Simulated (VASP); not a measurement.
# InP (F-43m) in VASP: further runs, part 2 of 2

VASP 6.6.1. Earlier steps stand in the parts before.

### Step 5. Single point, r2SCAN, non-collinear spin, zero start, spin-orbit coupling

This run uses another cell than the first one, of 25.77 Å³/atom, 0.962 times its volume.

File POSCAR:

```
InP
1.0
    0.0000000000      2.9538987500      2.9538987500
    2.9538987500      0.0000000000      2.9538987500
    2.9538987500      2.9538987500      0.0000000000
In P
1 1
Direct
    0.0000000000      0.0000000000      0.0000000000
    0.2500000000      0.2500000000      0.2500000000
```

File INCAR.step1:

```
  PREC = Accurate
  ENCUT = 520
  ISMEAR = -1
  SIGMA = 0.02
  LREAL = False
  LASPH = True
  NELM = 150
  MAGMOM = 0 0 0 0 0 0
  LSORBIT = True
  GGA_COMPAT = False
  NBANDS = 30
  GGA = PE
  ALGO = Normal
  EDIFF = 1E-4
  LWAVE = True
  LCHARG = False
```

File INCAR.step2:

```
  PREC = Accurate
  ENCUT = 520
  EDIFF = 1E-6
  ISMEAR = -1
  SIGMA = 0.02
  LREAL = False
  LASPH = True
  NELM = 150
  ALGO = Normal
  ISIF = 2
  LWAVE = False
  LCHARG = False
  MAGMOM = 0 0 0 0 0 0
  LORBIT = 11
  LSORBIT = True
  GGA_COMPAT = False
  LORBMOM = True
  METAGGA = R2SCAN
  LMIXTAU = True
  NBANDS = 30
  ISTART = 1
```

File KPOINTS:

```
regular mesh
0
Gamma
  8 8 8
```

Potentials or basis: VASP PAW PBE potentials, release 64 (In_d, P).

On the command line:

```
> cat potpaw_PBE.64/In_d/POTCAR potpaw_PBE.64/P/POTCAR > POTCAR
> cp INCAR.step1 INCAR
> mpirun -np 1 vasp_ncl > vasp.out
> cp INCAR.step2 INCAR
> mpirun -np 1 vasp_ncl > vasp.out
```

OUTCAR:

```text
PREC = Accurate
   ENCUT = 520
   EDIFF = 1E-6
   ISMEAR = -1
   LREAL = False
   LASPH = True
   NELM = 150
   ISIF = 2
   LORBIT = 11
   LSORBIT = True
   METAGGA = R2SCAN
   ISTART = 1

 ion  position               nearest neighbor table
   1  0.000  0.000  0.000-   2 2.56   2 2.56   2 2.56   2 2.56
   2  0.250  0.250  0.250-   1 2.56   1 2.56   1 2.56   1 2.56

  LATTYP: Found a face centered cubic cell.
 ALAT       =     5.9077975000

  Lattice vectors:

 A1 = (   0.0000000000,   2.9538987500,   2.9538987500)
 A2 = (   2.9538987500,   0.0000000000,   2.9538987500)
[... 1084 lines left out ...]
     0.0000000     0.0000000     0.0000000     0.0000000     0.0000000
 l=   3
     0.0000000     0.0000000     0.0000000     0.0000000     0.0000000     0.0000000     0.0000000
     0.0000000     0.0000000     0.0000000     0.0000000     0.0000000     0.0000000     0.0000000
     0.0000000     0.0000000     0.0000000     0.0000000     0.0000000     0.0000000     0.0000000
     0.0000000     0.0000000     0.0000000     0.0000000     0.0000000     0.0000000     0.0000000
     0.0000000     0.0000000     0.0000000     0.0000000     0.0000000     0.0000000     0.0000000
     0.0000000     0.0000000     0.0000000     0.0000000     0.0000000     0.0000000     0.0000000
     0.0000000     0.0000000     0.0000000     0.0000000     0.0000000     0.0000000     0.0000000

 total charge

# of ion       s       p       d       tot
------------------------------------------
    1        0.815   0.780   9.900  11.496
    2        1.018   1.503   0.000   2.522
--------------------------------------------------
tot          1.834   2.284   9.900  14.018

 magnetization (x)

# of ion       s       p       d       tot
------------------------------------------
    1       -0.000   0.000  -0.000  -0.000
    2       -0.000   0.000   0.000   0.000
--------------------------------------------------
tot         -0.000   0.000  -0.000   0.000

 magnetization (y)

# of ion       s       p       d       tot
------------------------------------------
    1        0.000   0.000   0.000   0.000
    2        0.000   0.000   0.000   0.000
--------------------------------------------------
tot          0.000   0.000   0.000   0.000

 magnetization (z)

# of ion       s       p       d       tot
------------------------------------------
    1       -0.000  -0.000  -0.000  -0.000
    2       -0.000   0.000   0.000  -0.000
--------------------------------------------------
tot         -0.000  -0.000  -0.000  -0.000
```

OSZICAR.step1:

```text
N       E                     dE             d eps       ncg     rms          rms(c)
DAV:   1     0.158146034650E+03    0.15815E+03   -0.79465E+03  2592   0.135E+03
DAV:   2     0.913444696039E+01   -0.14901E+03   -0.14197E+03  2610   0.367E+02
DAV:   3    -0.803191005148E+01   -0.17166E+02   -0.16864E+02  3114   0.129E+02
DAV:   4    -0.880459134046E+01   -0.77268E+00   -0.77065E+00  3104   0.272E+01
DAV:   5    -0.884489432523E+01   -0.40303E-01   -0.40297E-01  3968   0.595E+00    0.554E+00
DAV:   6    -0.845529154860E+01    0.38960E+00   -0.52938E-01  3700   0.136E+01    0.323E+00
DAV:   7    -0.843483529412E+01    0.20456E-01   -0.24636E-01  4016   0.356E+00    0.138E+00
DAV:   8    -0.843423035149E+01    0.60494E-03   -0.17670E-02  3902   0.187E+00    0.759E-01
DAV:   9    -0.843492687645E+01   -0.69652E-03   -0.19965E-03  3002   0.321E-01    0.198E-01
DAV:  10    -0.843502044850E+01   -0.93572E-04   -0.10155E-03  3644   0.570E-01    0.115E-01
DAV:  11    -0.843516765210E+01   -0.14720E-03   -0.29862E-04  2602   0.203E-01    0.159E-02
DAV:  12    -0.843517743763E+01   -0.97855E-05   -0.32528E-05  2094   0.513E-02
   1 F= -.84351774E+01 E0= -.84351774E+01  d E =-.326395E-08  mag=     0.0000    -0.0000    -0.0000
```

Wall time 4.3 min (1 thread of Intel Xeon 6975P-C (Granite Rapids), shared host); peak memory 0.41 GiB.

What came out:

```yaml
Free_energy: -32.3313 eV
Pressure: -0.2 GPa
Net_moment: 0.00 μB per cell
Valence_electrons_inside_the_program's_atomic_spheres: In 11.50; P 2.52
```

Moments on the atoms (μB; x, y, z):
```
In  0.00 0.00 0.00
P   0.00 0.00 0.00
```

Caveat: the PAW data sets were made with another functional, which shifts forces and pressure a little.

### Step 6. Relaxation of the atoms, r2SCAN

This run uses another cell than the first one, of 24.23 Å³/atom, 0.904 times its volume.

File POSCAR:

```
InP
1.0
    0.0000000000      2.8935981800      2.8935981800
    2.8935981800      0.0000000000      2.8935981800
    2.8935981800      2.8935981800      0.0000000000
In P
1 1
Direct
    0.0000000000      0.0000000000      0.0000000000
    0.2500000000      0.2500000000      0.2500000000
```

File INCAR.step1:

```
SYSTEM = InP
PREC = Accurate
ENCUT = 520
ISMEAR = -1
SIGMA = 0.02
LREAL = .False.
LASPH = .True.
NELM = 80
GGA = PE
ALGO = Normal
EDIFF = 1E-4
LWAVE = .True.
LCHARG = .False.
```

File INCAR.step2:

```
SYSTEM = InP
PREC = Accurate
ENCUT = 520
EDIFF = 1E-7
ISMEAR = -1
SIGMA = 0.02
LREAL = .False.
LASPH = .True.
NELM = 80
ALGO = Normal
ISIF = 2
LWAVE = .False.
LCHARG = .False.
METAGGA = R2SCAN
LMIXTAU = .True.
IBRION = 2
NSW = 50
EDIFFG = -0.01
ISTART = 1
```

File KPOINTS:

```
Automatic mesh
0
Gamma
  8 8 8
  0 0 0
```

Potentials or basis: VASP PAW PBE potentials, release 64 (In_d, P).

On the command line:

```
> cat potpaw_PBE.64/In_d/POTCAR potpaw_PBE.64/P/POTCAR > POTCAR
> cp INCAR.step1 INCAR
> mpirun -np 1 vasp_std > vasp.out
> cp INCAR.step2 INCAR
> mpirun -np 1 vasp_std > vasp.out
```

OUTCAR:

```text
SYSTEM = InP
   PREC = Accurate
   ENCUT = 520
   EDIFF = 1E-7
   ISMEAR = -1
   LREAL = .False.
   LASPH = .True.
   NELM = 80
   ISIF = 2
   METAGGA = R2SCAN
   IBRION = 2
   NSW = 50
   EDIFFG = -0.01
   ISTART = 1

 ion  position               nearest neighbor table
   1  0.000  0.000  0.000-   2 2.51   2 2.51   2 2.51   2 2.51
   2  0.250  0.250  0.250-   1 2.51   1 2.51   1 2.51   1 2.51

  LATTYP: Found a face centered cubic cell.
 ALAT       =     5.7871963600

  Lattice vectors:

 A1 = (   0.0000000000,   2.8935981800,   2.8935981800)
 A2 = (   2.8935981800,   0.0000000000,   2.8935981800)
 A3 = (   2.8935981800,   2.8935981800,   0.0000000000)

Analysis of symmetry for initial positions (statically):
=====================================================================
 Subroutine PRICEL returns:
 Original cell was already a primitive cell.

 Routine SETGRP: Setting up the symmetry group for a
 face centered cubic supercell.

 Subroutine GETGRP returns: Found 24 space group operations
 (whereof 24 operations were pure point group operations)
 out of a pool of 48 trial point group operations.

The static configuration has the point symmetry T_d .

Analysis of symmetry for dynamics (positions and initial velocities):
=====================================================================
 Subroutine PRICEL returns:
 Original cell was already a primitive cell.

 Routine SETGRP: Setting up the symmetry group for a
 face centered cubic supercell.

 Subroutine GETGRP returns: Found 24 space group operations
 (whereof 24 operations were pure point group operations)
 out of a pool of 48 trial point group operations.

The dynamic configuration has the point symmetry T_d .

 Subroutine INISYM returns: Found 24 space group operations
 (whereof 24 operations are pure point group operations),
 and found     1 'primitive' translations

----------------------------------------------------------------------------------------

                                     Primitive cell
[... 116 lines left out ...]
   METAGGA = R2SCAN    functional components
   LHFCALC =     F    Hartree Fock is set to
   AEXX    =    0.0000 exact exchange contribution
   IVDW    =     0    specifies the selected vdW correction
   LEPSILON=     F    determine dielectric tensor
   LRPA    =     F    only Hartree local field effects (RPA)
 conjugate gradient relaxation of ions
 non-spin polarized calculation
  energy-cutoff  :      520.00
  volume of cell :       48.46
 maximum number of plane-waves:      1323
   NGX = 15   NGY = 15   NGZ = 15

 number of electron      18.0000008 magnetization

 Free energy of the ion-electron system (eV)
  ---------------------------------------------------
  ext. energy  EPLUGINS =         0.00000000
  ---------------------------------------------------
  free energy    TOTEN  =       -32.25493293 eV

  energy without entropy =      -32.25493293  energy(sigma->0) =      -32.25493293

 E-fermi :   5.8719     XC(G=0): -10.0620

 val. band max:        5.4410328340   @ k =   0.0000   0.0000   0.0000
 cond. band min:       6.8317798844   @ k =   0.0000   0.0000   0.0000
 fundamental gap:      1.3907470504
 Fermi energy:         5.8719042704

 k-point     1 :       0.0000    0.0000    0.0000
  band No.  band energies     occupation
      1      -9.2953      2.00000
      2      -9.2952      2.00000
      3      -9.2952      2.00000
      4      -9.0938      2.00000
      5      -9.0938      2.00000
      6      -6.8363      2.00000
      7       5.4410      2.00000
      8       5.4410      2.00000
      9       5.4410      2.00000
     10       6.8318      0.00000
     11       9.8783      0.00000
     12       9.8783      0.00000
     13       9.8783      0.00000
[... 354 lines left out ...]
  band No.  band energies     occupation
      1      -9.4699      2.00000
      2      -9.2324      2.00000
      3      -9.2097      2.00000
      4      -9.1014      2.00000
      5      -9.0785      2.00000
      6      -4.5402      2.00000
      7      -0.4225      2.00000
      8       2.5430      2.00000
      9       3.6506      2.00000
     10       9.1061      0.00000
     11       9.9144      0.00000
     12      11.8440      0.00000
     13      13.2599      0.00000

 [... further k-points ...]
[... 5 lines left out ...]
  --------------------------------------------------------------------------------------
  -------------------------------------------------------------------------------------
  Total        1.4176053      1.4176053      1.4176053      0.0000000      0.0000000     -0.0000000
  in kB       46.8728364     46.8728364     46.8728364      0.0000000      0.0000000     -0.0000000
  external PRESSURE =      46.8728364 kB  Pullay stress =       0.0000000 kB

 VOLUME and BASIS-vectors are now :
 -----------------------------------------------------------------------------
  energy-cutoff  :      520.00
  volume of cell :       48.46
      direct lattice vectors                 reciprocal lattice vectors
     0.000000000  2.893598180  2.893598180    -0.172795243  0.172795243  0.172795243
     2.893598180  0.000000000  2.893598180     0.172795243 -0.172795243  0.172795243
     2.893598180  2.893598180  0.000000000     0.172795243  0.172795243 -0.172795243

 POSITION                                       TOTAL-FORCE (eV/Angst)
 -----------------------------------------------------------------------------------
      0.00000      0.00000      0.00000         0.000000      0.000000     -0.000000
      1.44680      1.44680      1.44680        -0.000000     -0.000000      0.000000
 -----------------------------------------------------------------------------------
    total drift:                               -0.000001     -0.000001     -0.000001

  FREE ENERGIE OF THE ION-ELECTRON SYSTEM (eV)
  ---------------------------------------------------
  free  energy   TOTEN  =       -32.2549329342 eV

  energy  without entropy=      -32.2549329342  energy(sigma->0) =      -32.25493293

 reached required accuracy - stopping structural energy minimisation
```

OUTCAR.step1:

```text
SYSTEM = InP
   PREC = Accurate
   ENCUT = 520
   ISMEAR = -1
   LREAL = .False.
   LASPH = .True.
[... 604 lines left out ...]
      0.00000      0.00000      0.00000        -0.000000     -0.000000      0.000000
      1.44680      1.44680      1.44680         0.000000      0.000000     -0.000000
 -----------------------------------------------------------------------------------
    total drift:                               -0.000000     -0.000000     -0.000000

  FREE ENERGIE OF THE ION-ELECTRON SYSTEM (eV)
  ---------------------------------------------------
  free  energy   TOTEN  =        -8.3243502051 eV

  energy  without entropy=       -8.3243502051  energy(sigma->0) =       -8.32435021
```

OSZICAR.step1:

```text
N       E                     dE             d eps       ncg     rms          rms(c)
DAV:   1     0.111519283672E+03    0.11152E+03   -0.85978E+03   764   0.156E+03
DAV:   2    -0.890754750562E+00   -0.11241E+03   -0.10822E+03   809   0.327E+02
DAV:   3    -0.854059997054E+01   -0.76498E+01   -0.74989E+01   979   0.896E+01
DAV:   4    -0.875594874362E+01   -0.21535E+00   -0.21526E+00   941   0.163E+01
DAV:   5    -0.876465842124E+01   -0.87097E-02   -0.87095E-02  1116   0.282E+00    0.605E+00
DAV:   6    -0.835601858277E+01    0.40864E+00   -0.75700E-01  1087   0.166E+01    0.368E+00
DAV:   7    -0.832378711321E+01    0.32231E-01   -0.22947E-01  1010   0.436E+00    0.131E+00
DAV:   8    -0.832368371357E+01    0.10340E-03   -0.20048E-02   973   0.214E+00    0.425E-01
DAV:   9    -0.832429886945E+01   -0.61516E-03   -0.23334E-03   961   0.819E-01    0.203E-01
DAV:  10    -0.832435020511E+01   -0.51336E-04   -0.21748E-04   779   0.132E-01
   1 F= -.83243502E+01 E0= -.83243502E+01  d E =-.120551E-11
```

Run time: 38 s. Hardware: 1 thread of Intel Xeon 6975P-C (Granite Rapids), shared host; peak memory 0.17 GiB.

Results:

* Free energy: -32.2549 eV
* Pressure after relaxing: 4.7 GPa
* Band gap on the k mesh: 1.39 eV, direct

Final structure:
```
In P
1.0
     0.00000    2.89360    2.89360
     2.89360    0.00000    2.89360
     2.89360    2.89360    0.00000
In P
1 1
Direct
  0.00000 0.00000 0.00000
  0.25000 0.25000 0.25000
```

Caveat: the relaxation stopped at its first step, so nothing moved; the PAW data sets were made with another functional, which shifts forces and pressure a little; spin-orbit coupling is left out, which moves the levels of the heavy elements.

### Step 7. Relaxation of the atoms, r2SCAN

This run uses another cell than the first one, of 24.74 Å³/atom, 0.923 times its volume.

File POSCAR:

```
InP
1.0
    0.0000000000      2.9139763100      2.9139763100
    2.9139763100      0.0000000000      2.9139763100
    2.9139763100      2.9139763100      0.0000000000
In P
1 1
Direct
    0.0000000000      0.0000000000      0.0000000000
    0.2500000000      0.2500000000      0.2500000000
```

File INCAR.step1:

```
SYSTEM = InP
  PREC = Accurate
  ENCUT = 520
  ISMEAR = -1
  SIGMA = 0.02
  LREAL = .False.
  LASPH = .True.
  NELM = 80
  GGA = PE
  ALGO = Normal
  EDIFF = 1E-4
  LWAVE = .True.
  LCHARG = .False.
```

File INCAR.step2:

```
SYSTEM = InP
  PREC = Accurate
  ENCUT = 520
  EDIFF = 1E-7
  ISMEAR = -1
  SIGMA = 0.02
  LREAL = .False.
  LASPH = .True.
  NELM = 80
  ALGO = Normal
  ISIF = 2
  LWAVE = .False.
  LCHARG = .False.
  METAGGA = R2SCAN
  LMIXTAU = .True.
  IBRION = 2
  NSW = 50
  EDIFFG = -0.01
  ISTART = 1
```

File KPOINTS:

```
regular mesh
0
Gamma
  8 8 8
  0 0 0
```

On the command line:

```
> cat potpaw_PBE.64/In_d/POTCAR potpaw_PBE.64/P/POTCAR > POTCAR
> cp INCAR.step1 INCAR
> mpirun -np 1 vasp_std > vasp.out
> cp INCAR.step2 INCAR
> mpirun -np 1 vasp_std > vasp.out
```

It took 29 s on 1 thread of Intel Xeon 6975P-C (Granite Rapids), shared host; peak memory 0.19 GiB.

Results (log left out):

| Item | Value |
| --- | --- |
| Free energy | -32.2796 eV |
| Pressure after relaxing | 2.9 GPa |
| Band gap on the k mesh | 1.27 eV, direct |

Final structure:
```xyz
2
Lattice="0.0000 2.9140 2.9140 2.9140 0.0000 2.9140 2.9140 2.9140 0.0000" Properties=species:S:1:pos:R:3 pbc="T T T"
In    0.0000    0.0000    0.0000
P     1.4570    1.4570    1.4570
```

Levels at points of the mesh, in eV from the valence-band top:
| k point | band 6 | band 7 | band 8 | band 9 | band 10 | band 11 | band 12 | band 13 |
| --- | --- | --- | --- | --- | --- | --- | --- | --- |
| (0.00, 0.00, 0.00) | -12.12 | 0.00 | 0.00 | 0.00 | 1.27 | 4.44 | 4.44 | 4.44 |
| (0.50, 0.00, 0.00) | -10.25 | -5.98 | -1.03 | -1.03 | 1.91 | 5.16 | 5.16 | 7.59 |
| (0.50, 0.50, 0.00) | -9.56 | -5.96 | -2.47 | -2.47 | 1.98 | 2.55 | 10.01 | 10.44 |

Caveat: the relaxation stopped at its first step, so nothing moved; the PAW data sets were made with another functional, which shifts forces and pressure a little; spin-orbit coupling is left out, which moves the levels of the heavy elements.

### Step 8. The runs side by side

```csv
task,spin,cell,cutoff (eV),gap on the mesh (eV),pressure (GPa)
single point,off,"a = 4.232 Å, angles 60.0°, 2 atoms",520,0.80,-2.6
single point,off,"a = 4.259 Å, angles 60.0°, 2 atoms",520,0.69,-3.6
relaxation of cell and atoms,off,"relaxed from a = 4.144 Å, angles 60.0°, 2 atoms",600,1.04,0.0
single point,"non-collinear, zero start, SOC","a = 4.177 Å, angles 60.0°, 2 atoms",520,-,-0.2
relaxation of the atoms,off,"atoms relaxed from a = 4.092 Å, angles 60.0°, 2 atoms",520,1.39,4.7
relaxation of the atoms,off,"atoms relaxed from a = 4.121 Å, angles 60.0°, 2 atoms",520,1.27,2.9
```

Alike in all rows: level r2SCAN; potentials or basis VASP PAW PBE potentials, release 64 (In_d, P); k mesh 8 × 8 × 8; smearing fermi-dirac 0.02 eV.

Caveats: the PAW data sets were made with another functional, which shifts forces and pressure a little; spin-orbit coupling is left out, which moves the levels of the heavy elements (some runs); the relaxation stopped at its first step, so nothing moved (some runs).

Total energies depend on the potentials used, so only differences within one code and one set of settings carry meaning.

### Step 9. How close it comes

Step 2. Measured gap of InP: 1.4236 eV (direct; 1.6 K; a printed reference work, data compilation). This calculation gives 0.80 eV (-0.62 eV). Spin-orbit coupling on In is left out. The value is that of r2SCAN, without temperature or zero-point motion.

Step 7. Against the measured gap of InP, 1.4236 eV (direct; 1.6 K; a printed reference work, data compilation), the calculated 1.27 eV is off by -0.16 eV. Spin-orbit coupling on In is left out. The value is that of r2SCAN, without temperature or zero-point motion.
